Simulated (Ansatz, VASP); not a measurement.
# MgO in two plane-wave programs

One calculation is typed for both programs; each brings its own data sets and cutoff. How far apart do they land? The cell is taken from a series of VASP runs on this material, whose earlier steps may have relaxed, scaled or displaced it; both programs get it as it stands. Other levels of theory on this material are compared in a session of their own.

Method: plane waves, with VASP 6.6.1 beside it; dielectric response at LDA and single point at LDA, in Ansatz 0.2.0.

### 1. The structure

The structure is cubic, space group Fm-3m (No. 225). Conventional cell: a = 4.210 Å, b = 4.210 Å, c = 4.210 Å, α = 90.00°, β = 90.00°, γ = 90.00°. Mg has 6 O at 2.11 Å nearest. O has 6 Mg at 2.11 Å nearest. Farther neighbours and most contacts between anions are not listed.

### 2. Ansatz: dielectric response, LDA

Ansatz runs on its default PAW (the set named soft_2) files.

The response to a field tests empty states and converges slowly with the mesh.

input.yaml

```yaml
crystal:
  lattice:
    - [0.0, 2.105205, 2.105205]
    - [2.105205, 0.0, 2.105205]
    - [2.105205, 2.105205, 0.0]
  atoms:
    - { symbol: Mg, position: [0.0, 0.0, 0.0] }
    - { symbol: O, position: [0.5, 0.5, 0.5] }
hamiltonian:
  xc: lda
  pseudopotentials: { kind: paw }
kpoints:
  mp_grid: { grid: [12, 12, 12] }
scf:
  occupations: { method: fixed }
dielectric:
  method: response
```

On the command line:

```
ansatz run input.yaml --threads 2 --pin off --max-ram 4608MiB --backend cpu --events-out ev --progress --plain --runs-dir out
```

Numbers of over 12 decimals in the logs are rounded to 6 here.

The program printed:

```text
Engine: ansatz 0.2.0, aarch64-unknown-linux-gnu
Pseudopotentials: kind: paw
Pseudopotential: Mg, paw, valence charge 10, recommended cutoff 420 eV (normal), Mg.paw.azcp
Pseudopotential: O, paw, valence charge 6, recommended cutoff 420 eV (normal), O.paw.azcp
Functional definition: SPW92
  exchange = slater_x
  correlation = pw_c
Crystal: 2 atoms, lattice volume = 18.660 Å³
Basis set: ecut = 420 eV, 339 PW (Γ), exchange–correlation on 40×40×40 points (8 copies of the dense FFT grid, shifted against one another)
Bands: 12, of which v1, the nominal top of the filled ones, is band 8 counted from 1 (7 counted from 0)
Symmetry: 48 space group operations
k-points: 163 of 1728 (irreducible under 8 space group operations, time reversal used)
Non-local potential: Mg, projectors of the file, l = 0: 3, l = 1: 2, l = 2: 1
Non-local potential: O, projectors of the file, l = 0: 2, l = 1: 2, l = 2: 1
PAW form: soft (Blöchl's): semilocal exchange-correlation on the pseudo side does not see the compensation charge
PAW frozen core: Mg, regenerated for the run's functional, and the local potential with it (the file was generated under x = pbe(κ = 0.804, μ = 0.219515), c = pbe(β = 0.066725))
PAW frozen core: O, regenerated for the run's functional, and the local potential with it (the file was generated under x = pbe(κ = 0.804, μ = 0.219515), c = pbe(β = 0.066725))
PAW one-centre angular grid: Mg, 110 points (default); XC on 64 Gauss nodes
PAW one-centre angular grid: O, 110 points (default); XC on 64 Gauss nodes
Initial density: superposition of atomic densities (neutral atoms: chi_scale 0, normalization atom), corrected by the library's trained network
Initial wavefunctions: pseudopotential atomic-orbital guess
Functional: x = slater, c = lda
SCF iter   1: F=—  HF=-2460.070123 eV  |F-HF|=—  |Δ(HF+E_count)|=         —  Δρ=1.73e-2  dr2=4.48e-2  ethr=1.77e-3  ⟨swp⟩=4.6  Hψ=10302  notcnv=0  defer=261
preconditioner: auto → none  [insulator: Δε(μ)=4.517 eV  Ē_g=18.118 eV  n_scr=8 (ndim 8)  ℏωp=24.3 eV  f_vac=0.000  ε∞_Penn≈2.8]
SCF iter   2: F=—  HF=-2460.055985 eV  |F-HF|=—  |Δ(HF+E_count)|=   1.41e-2  Δρ=8.97e-3  dr2=8.03e-3  ethr=2.80e-4  ⟨swp⟩=2.4  Hψ=4073  notcnv=0  defer=324
SCF iter   3: F=—  HF=-2460.053132 eV  |F-HF|=—  |Δ(HF+E_count)|=   2.85e-3  Δρ=1.93e-3  dr2=3.86e-4  ethr=5.02e-5  ⟨swp⟩=2.0  Hψ=2855  notcnv=0  defer=324
SCF iter   4: F=—  HF=-2460.052904 eV  |F-HF|=—  |Δ(HF+E_count)|=   2.28e-4  Δρ=3.91e-4  dr2=1.28e-5  ethr=2.41e-6  ⟨swp⟩=2.0  Hψ=3450  notcnv=0  defer=321
SCF iter   5: F=—  HF=-2460.052899 eV  |F-HF|=—  |Δ(HF+E_count)|=   4.67e-6  Δρ=2.22e-5  dr2=6.25e-8  ethr=8.02e-8  ⟨swp⟩=2.0  Hψ=2997  notcnv=0  defer=2
SCF iter   6: F=—  HF=-2460.052898 eV  |F-HF|=—  |Δ(HF+E_count)|=   1.29e-6  Δρ=2.57e-6  dr2=5.74e-10  ethr=3.91e-10  ⟨swp⟩=2.0  Hψ=3172  notcnv=0
SCF iter   7: F=-2460.052898 eV  HF=-2460.052898 eV  |F-HF|=4.09e-12  |Δ(HF+E_count)|=  3.09e-11  Δρ=1.75e-7  dr2=1.74e-12  ethr=1.00e-12  ⟨swp⟩=3.7  Hψ=5873  notcnv=0
SCF 1 converged in 7 iterations: F = -2460.052898 eV  dr2 = 1.74e-12
  greatest PAW one-centre occupation: 1.000 electrons in one spin orbital (limit 2), on the Mg atom at site 0 (counted from 0), in its partial waves of l = 1
NSCF: frozen V_eff on 1 k-points
DFPT response loops at Γ: preconditioner auto → none (the input reference at scf.mixing.eps_inf says where Resta's filter doesn't serve); β = 0.50; Broyden in place of MSR1
SCF converged after 7 iterations
Free energy (F): -2460.052898 eV
Harris-Foulkes:  -2460.052898 eV  (|F-HF|=4.09e-12)
Internal energy: -2460.052898 eV  (E = F + TS)
E sigma→0 (E₀):  -2460.052898 eV
Fermi energy:    7.775417 eV
--- Per-component energies (eV) ---
  E_band       = -295.400526
  E_kinetic    = 254.655564
  E_local      = -1600.521413  (includes V_loc(G=0)·N_el)
  E_nonlocal   = 145.526652
  E_hartree    = 551.596744
  E_xc         = -103.647794
  E_vxc        = -133.774245  (∫ρ·V_xc dr)
  E_paw        = -418.040041  (= ΣΔE_a)
  E_vpaw       = -64.483096  (= ΣTr[D̂ρ^β])
  E_aug_tail   = 0.002577  (compensation charges beyond the density's cutoff)
  E_ewald      = -1289.872589
  E_core_change = 0.247401  (= ΣΔE_core)
  E_smearing   = -0.000000  (= −TS)
  E_closure    = -0.000000  (closes the sum)
  Σ components = -2460.052898   (vs F -2460.052898, Δ=0.00e0)
--- Band table (eV; the first three rows and the last of 163) ---
  k-point 0: bands = [... 4 lower, -9.2326, 7.7754, 7.7754, 7.7754, 12.4436, 23.3278, 23.3278, 23.3278]
  k-point 1: bands = [... 4 lower, -9.1531, 7.2996, 7.7272, 7.7272, 12.8963, 22.3848, 23.4966, 23.4966]
  k-point 2: bands = [... 4 lower, -8.9281, 6.2490, 7.5976, 7.5976, 13.8507, 21.0278, 23.8924, 23.8924]
  k-point 162: bands = [... 4 lower, -7.5451, 4.7858, 4.7858, 5.9690, 19.2408, 19.2408, 19.6700, 23.0499]
--- Dielectric response (ions clamped): 1 representative field direction + reference, on 163 of 1728 k-points (Σ response iterations 6) ---
  k mesh reduced under 8 symmetry operations, with k and −k counted as one. Each operation leaves every solved perturbation unchanged. A smaller set is not considered because the run solves the response to a homogeneous field
  ε∞ (high-frequency dielectric tensor):
        3.224369    -0.000000     0.000000
       -0.000000     3.224369    -0.000000
        0.000000    -0.000000     3.224369
  Born effective charges Z* (e; rows j = field, columns β = displacement):
    site 0:
         1.98258   -0.00000    0.00000
         0.00000    1.98258    0.00000
         0.00000    0.00000    1.98258
    site 1:
        -1.98258    0.00000   -0.00000
        -0.00000   -1.98258    0.00000
         0.00000   -0.00000   -1.98258
  Z* charge neutrality: 4.453e-6 e pre-enforcement
  k-mesh period / interband length: 35.7 Å / 1.46 Å = 24.42 at k = (0.0000, 0.0000, 0.0000), direct gap 4.668 eV — 14 or more, which is no proof of convergence
```

It took 5.4 s on 2 threads of Arm Neoverse V1, shared host; peak memory 0.33 GiB.

The column dr2 measures how far the density is from self-consistency, as an energy; F and HF (Harris–Foulkes) agree once it is small.

### 3. VASP: dielectric response, LDA

The same cell, functional (in two slightly different forms) and mesh now go to VASP, with its own data sets and cutoff.

Lines of VASP's logs that name or quote its potential files are left out, and so is its time.

INCAR

```
SYSTEM = MgO
PREC = Accurate
ENCUT = 460
EDIFF = 1E-08
NELM = 100
ISMEAR = 0
SIGMA = 0.01
LREAL = .FALSE.
ALGO = Normal
GGA = CA
NBANDS = 10
LORBIT = 11
LWAVE = .FALSE.
LCHARG = .FALSE.
KPAR = 4
LEPSILON = .TRUE.
```

POSCAR

```
MgO
1.0
    0.0000000000      2.1052050000      2.1052050000
    2.1052050000      0.0000000000      2.1052050000
    2.1052050000      2.1052050000      0.0000000000
Mg O
1 1
Direct
    0.0000000000      0.0000000000      0.0000000000
    0.5000000000      0.5000000000      0.5000000000
```

KPOINTS

```
Automatic mesh
0
Gamma
12 12 12
0 0 0
```

The projector-augmented-wave data sets are Mg and O (LDA family, release 64).

On the command line:

```
mpirun -np 4 vasp_std
```

The program printed:

```text
[banner, memory and clock lines left out]
running    4 mpi-ranks, on    1 nodes
 distrk:  each k-point on    1 cores,    4 groups
 distr:  one band on    1 cores,    1 groups

 POSCAR found type information on POSCAR MgO
 POSCAR found :  2 types and       2 ions
 LDA part: xc-table for (Slater(with rela. corr.)+CA(PZ))
 , standard interpolation
 POSCAR, INCAR and KPOINTS ok, starting setup
 FFT: planning ... GRIDC
 FFT: planning ... GRID_SOFT
 FFT: planning ... GRID
 WAVECAR not read
 entering main loop
       N       E                     dE             d eps       ncg     rms          rms(c)
DAV:   1     0.844846695242E+01    0.84485E+01   -0.45186E+03  1680   0.644E+02
DAV:   2    -0.145470825521E+02   -0.22996E+02   -0.22468E+02  1620   0.129E+02
DAV:   3    -0.149959526125E+02   -0.44887E+00   -0.44862E+00  1710   0.156E+01
DAV:   4    -0.149969557604E+02   -0.10031E-02   -0.10031E-02  1610   0.839E-01
DAV:   5    -0.149969585986E+02   -0.28382E-05   -0.28382E-05  1644   0.423E-02    0.702E+00
DAV:   6    -0.134948705089E+02    0.15021E+01   -0.90109E+00  1466   0.175E+01    0.226E+00
DAV:   7    -0.134544845783E+02    0.40386E-01   -0.61299E-02  1552   0.226E+00    0.128E+00
DAV:   8    -0.134303199783E+02    0.24165E-01   -0.29486E-02  1460   0.187E+00    0.196E-01
DAV:   9    -0.134301152011E+02    0.20478E-03   -0.20293E-04  1652   0.117E-01    0.132E-01
DAV:  10    -0.134299883027E+02    0.12690E-03   -0.30056E-04  1532   0.158E-01    0.758E-03
DAV:  11    -0.134299875920E+02    0.71076E-06   -0.36357E-06  1568   0.109E-02    0.276E-03
DAV:  12    -0.134299876098E+02   -0.17831E-07   -0.13405E-07  1586   0.277E-03    0.686E-04
DAV:  13    -0.134299876077E+02    0.21509E-08   -0.52106E-09   864   0.822E-04
   1 F= -.13429988E+02 E0= -.13429988E+02  d E =-.310571E-92
 Linear response reoptimize wavefunctions to high precision
DAV:   1    -0.134299876085E+02   -0.84447E-09   -0.14386E-10   936   0.123E-04
DAV:   2    -0.134299876085E+02    0.18190E-11   -0.85012E-12   794   0.300E-05
 Linear response G [H, r] |phi>, progress :
  Direction:   1
       N       E                     dE             d eps       ncg     rms
RMM:   1    -0.321531539944E+02   -0.32153E+02    0.11573E+01  3190   0.498E+01
RMM:   2    -0.303109631263E+02    0.18422E+01   -0.66657E-01  2301   0.667E+00
RMM:   3    -0.303128844522E+02   -0.19213E-02   -0.31463E-03  2404   0.369E-01
RMM:   4    -0.303129294538E+02   -0.45002E-04   -0.49677E-05  2571   0.307E-02
RMM:   5    -0.303129298902E+02   -0.43645E-06   -0.43400E-07  2631   0.259E-03
RMM:   6    -0.303129298942E+02   -0.39713E-08   -0.10023E-07  2364   0.266E-04
RMM:   7    -0.303129298943E+02   -0.81510E-10   -0.89216E-08  1970   0.748E-05
 Linear response G [H, r] |phi>, progress :
  Direction:   2
       N       E                     dE             d eps       ncg     rms
RMM:   1    -0.305911269160E+02   -0.30591E+02    0.14741E+01  3161   0.493E+01
RMM:   2    -0.300991417093E+02    0.49199E+00   -0.72130E-01  2313   0.699E+00
RMM:   3    -0.301010579238E+02   -0.19162E-02   -0.26097E-03  2393   0.366E-01
RMM:   4    -0.301010990661E+02   -0.41142E-04   -0.53001E-05  2570   0.314E-02
RMM:   5    -0.301010995573E+02   -0.49122E-06   -0.43133E-07  2611   0.277E-03
RMM:   6    -0.301010995614E+02   -0.41297E-08   -0.67810E-08  2344   0.275E-04
 Linear response G [H, r] |phi>, progress :
  Direction:   3
       N       E                     dE             d eps       ncg     rms
RMM:   1    -0.273119563161E+02   -0.27312E+02    0.56689E+01  3044   0.486E+01
RMM:   2    -0.256009253533E+02    0.17110E+01   -0.50212E-01  2265   0.571E+00
RMM:   3    -0.256021063068E+02   -0.11810E-02   -0.20217E-03  2360   0.305E-01
RMM:   4    -0.256021367648E+02   -0.30458E-04   -0.48965E-05  2461   0.279E-02
RMM:   5    -0.256021372222E+02   -0.45748E-06   -0.32710E-07  2503   0.240E-03
RMM:   6    -0.256021372279E+02   -0.56713E-08   -0.39038E-09  2178   0.240E-04
 Linear response to external field (no local field effect), progress :
  Direction:   1
       N       E                     dE             d eps       ncg     rms          rms(c)
RMM:   1    -0.132626785080E+00   -0.13263E+00   -0.41052E-01  3203   0.178E+00
RMM:   2    -0.132877961742E+00   -0.25118E-03   -0.96777E-04  2271   0.217E-01
RMM:   3    -0.132881111817E+00   -0.31501E-05   -0.21767E-06  2358   0.105E-02
RMM:   4    -0.132881120662E+00   -0.88449E-08   -0.88777E-09  2326   0.685E-04
 change of polarisation eV/A/(eV/A) component  1 :     0.266     0.086     0.024
 dielectric tensor                  component  1 :     3.577     0.834     0.236
 Linear response to external field (no local field effect), progress :
  Direction:   2
       N       E                     dE             d eps       ncg     rms          rms(c)
RMM:   1    -0.134364561856E+00   -0.13436E+00   -0.42582E-01  3139   0.177E+00
RMM:   2    -0.134695836381E+00   -0.33127E-03   -0.10308E-03  2252   0.221E-01
RMM:   3    -0.134699940725E+00   -0.41043E-05   -0.26377E-06  2347   0.115E-02
RMM:   4    -0.134699953725E+00   -0.13000E-07   -0.10824E-08  2369   0.753E-04
RMM:   5    -0.134699953792E+00   -0.66412E-10   -0.57723E-11  1779   0.579E-05
 change of polarisation eV/A/(eV/A) component  2 :     0.086     0.269    -0.041
 dielectric tensor                  component  2 :     0.834     3.612    -0.397
 Linear response to external field (no local field effect), progress :
  Direction:   3
       N       E                     dE             d eps       ncg     rms          rms(c)
RMM:   1    -0.819477449601E-01   -0.81948E-01   -0.20994E-01  3121   0.138E+00
RMM:   2    -0.824576563505E-01   -0.50991E-03   -0.58258E-04  2251   0.161E-01
RMM:   3    -0.824592590638E-01   -0.16027E-05   -0.14095E-06  2317   0.800E-03
RMM:   4    -0.824592647813E-01   -0.57176E-08   -0.61395E-09  2206   0.538E-04
 change of polarisation eV/A/(eV/A) component  3 :     0.024    -0.041     0.165
 dielectric tensor                  component  3 :     0.236    -0.397     2.599
 Linear response to external field, progress :
  Direction:   1
       N       E                     dE             d eps       ncg     rms          rms(c)
RMM:   1    -0.116405439449E+00   -0.11641E+00   -0.34968E-01  7094   0.164E+00
RMM:   2    -0.116677141228E+00   -0.27170E-03   -0.85258E-04  5081   0.198E-01    0.537E-01
RMM:   3    -0.113842975806E+00    0.28342E-02   -0.12366E-03  5073   0.265E-01    0.315E-01
RMM:   4    -0.118058814770E+00   -0.42158E-02   -0.21638E-03  5061   0.361E-01    0.251E-02
RMM:   5    -0.118410646012E+00   -0.35183E-03   -0.17887E-05  5339   0.371E-02    0.487E-03
RMM:   6    -0.118468522964E+00   -0.57877E-04   -0.92932E-08  5484   0.270E-03    0.193E-03
RMM:   7    -0.118477774888E+00   -0.92519E-05   -0.39858E-08  5300   0.155E-03    0.142E-04
RMM:   8    -0.118478573742E+00   -0.79885E-06   -0.78385E-10  5050   0.227E-04    0.435E-05
RMM:   9    -0.118478574086E+00   -0.34422E-09   -0.95887E-12  3226   0.372E-05    0.788E-06
 change of polarisation eV/A/(eV/A) component  1 :     0.221     0.046     0.017
 dielectric tensor                  component  1 :     3.146     0.449     0.162
 Linear response to external field, progress :
  Direction:   2
       N       E                     dE             d eps       ncg     rms          rms(c)
RMM:   1    -0.116258049550E+00   -0.11626E+00   -0.34821E-01  7117   0.165E+00
RMM:   2    -0.116677146439E+00   -0.41910E-03   -0.86493E-04  5088   0.200E-01    0.537E-01
RMM:   3    -0.113843041389E+00    0.28341E-02   -0.12364E-03  5073   0.265E-01    0.315E-01
RMM:   4    -0.118058929244E+00   -0.42159E-02   -0.21640E-03  5065   0.361E-01    0.251E-02
RMM:   5    -0.118410714952E+00   -0.35179E-03   -0.17902E-05  5339   0.371E-02    0.486E-03
RMM:   6    -0.118468576509E+00   -0.57862E-04   -0.92527E-08  5485   0.269E-03    0.193E-03
RMM:   7    -0.118477802476E+00   -0.92260E-05   -0.39815E-08  5298   0.155E-03    0.143E-04
RMM:   8    -0.118478574591E+00   -0.77211E-06   -0.82960E-10  5124   0.233E-04    0.440E-05
RMM:   9    -0.118478624601E+00   -0.50011E-07   -0.10757E-11  3230   0.377E-05    0.789E-06
 change of polarisation eV/A/(eV/A) component  2 :     0.036     0.221    -0.003
 dielectric tensor                  component  2 :     0.346     3.146    -0.027
 Linear response to external field, progress :
  Direction:   3
       N       E                     dE             d eps       ncg     rms          rms(c)
RMM:   1    -0.116275603066E+00   -0.11628E+00   -0.34839E-01  7114   0.165E+00
RMM:   2    -0.116677147243E+00   -0.40154E-03   -0.86343E-04  5086   0.200E-01    0.537E-01
RMM:   3    -0.113843052052E+00    0.28341E-02   -0.12362E-03  5073   0.265E-01    0.315E-01
RMM:   4    -0.118058899594E+00   -0.42158E-02   -0.21635E-03  5067   0.361E-01    0.251E-02
RMM:   5    -0.118410688939E+00   -0.35179E-03   -0.17889E-05  5340   0.371E-02    0.486E-03
RMM:   6    -0.118468583740E+00   -0.57895E-04   -0.92554E-08  5481   0.269E-03    0.193E-03
RMM:   7    -0.118477727979E+00   -0.91442E-05   -0.39825E-08  5304   0.155E-03    0.144E-04
RMM:   8    -0.118478601679E+00   -0.87370E-06   -0.82632E-10  5106   0.233E-04    0.440E-05
RMM:   9    -0.118478614537E+00   -0.12858E-07   -0.63590E-12  3246   0.377E-05    0.788E-06
 change of polarisation eV/A/(eV/A) component  3 :     0.005     0.026     0.221
 dielectric tensor                  component  3 :     0.045     0.248     3.146
 Born effective charges drift removed
```

Parts of OUTCAR (step 3):

```text
ion  position               nearest neighbor table
   1  0.000  0.000  0.000-   2 2.11   2 2.11   2 2.11   2 2.11   2 2.11   2 2.11
   2  0.500  0.500  0.500-   1 2.11   1 2.11   1 2.11   1 2.11   1 2.11   1 2.11

  LATTYP: Found a face centered cubic cell.
 ALAT       =     4.2104100000

 Subroutine GETGRP returns: Found 48 space group operations
 (whereof 48 operations were pure point group operations)

The static configuration has the point symmetry O_h .

 Found     72 irreducible k-points:

   k-points           NKPTS =     72   k-points in BZ     NKDIM =     72   number of bands    NBANDS=     10

   dimension x,y,z NGX =    24 NGY =   24 NGZ =   24
   dimension x,y,z NGXF=    48 NGYF=   48 NGZF=   48

   ENCUT  =  460.0 eV  33.81 Ry    5.81 a.u.   5.21  5.21  5.21*2*pi/ulx,y,z

   NELECT =       8.0000    total number of electrons

 k-points in reciprocal lattice and weights: Automatic mesh
   0.00000000  0.00000000  0.00000000       0.001
   0.08333333  0.00000000  0.00000000       0.005
   0.16666667  0.00000000  0.00000000       0.005
   0.25000000  0.00000000  0.00000000       0.005
   0.33333333  0.00000000  0.00000000       0.005
   0.41666667  0.00000000  0.00000000       0.005
   0.50000000  0.00000000  0.00000000       0.002
   0.08333333  0.08333333  0.00000000       0.003
   0.16666667  0.08333333  0.00000000       0.014
[...]
-0.33333333  0.50000000  0.16666667       0.007
  -0.25000000  0.50000000  0.25000000       0.003

 average (electrostatic) potential at core
       1 -35.1164       2 -70.7604

  Total       -0.9597476     -0.9597476     -0.9597476     -0.0000000     -0.0000000      0.0000000
  in kB      -82.4051664    -82.4051664    -82.4051664     -0.0000000     -0.0000000      0.0000000
  external PRESSURE =     -82.4051664 kB  Pullay stress =       0.0000000 kB

  energy-cutoff  :      460.00
  volume of cell :       18.66
      direct lattice vectors                 reciprocal lattice vectors
     0.000000000  2.105205000  2.105205000    -0.237506561  0.237506561  0.237506561
     2.105205000  0.000000000  2.105205000     0.237506561 -0.237506561  0.237506561
     2.105205000  2.105205000  0.000000000     0.237506561  0.237506561 -0.237506561

 POSITION                                       TOTAL-FORCE (eV/Angst)
 -----------------------------------------------------------------------------------
      0.00000      0.00000      0.00000        -0.000000      0.000000      0.000000
      2.10521      2.10521      2.10521         0.000000     -0.000000     -0.000000
 -----------------------------------------------------------------------------------
    total drift:                               -0.000000     -0.000000      0.000000

 MACROSCOPIC STATIC DIELECTRIC TENSOR (including local field effects in DFT)
 ------------------------------------------------------
           3.145901     0.000000    -0.000000
           0.000000     3.145901     0.000000
          -0.000000     0.000000     3.145901
 ------------------------------------------------------

 PIEZOELECTRIC TENSOR (including local field effects)  for field in x, y, z        (C/m^2)
          XX          YY          ZZ          XY          YZ          ZX
  --------------------------------------------------------------------------------
  x     0.00000     0.00000     0.00000     0.00000     0.00000     0.00000
  y     0.00000     0.00000     0.00000     0.00000     0.00000     0.00000
  z     0.00000     0.00000     0.00000     0.00000     0.00000     0.00000

 BORN EFFECTIVE CHARGES (including local field effects) (in |e|, cummulative output)
 ---------------------------------------------------------------------------------
 ion    1
    1     1.96703     0.00000     0.00000
    2    -0.00000     1.96703     0.00000
    3     0.00000     0.00000     1.96703
 ion    2
    1    -1.96703    -0.00000     0.00000
    2     0.00000    -1.96703     0.00000
    3     0.00000     0.00000    -1.96703
```

The gap is read on the k-mesh alone, so it is an upper bound where the band edges lie off the mesh. Energies printed during the response cycles are not total energies of the cell.

[end of part 1 of 2]

[Lines on the potential files, build, host, timing and source positions are cut from VASP's logs without a mark.]

[Logs are printed without paths, hosts, clocks, repeated set-up lines and the standing remarks that a program may print on its own settings, such as how far it seeks lower states.]

[Hosts, paths, dates, database ids (printed as entryN), source tags and the programs' standing remarks are cut or masked in the printed files.]
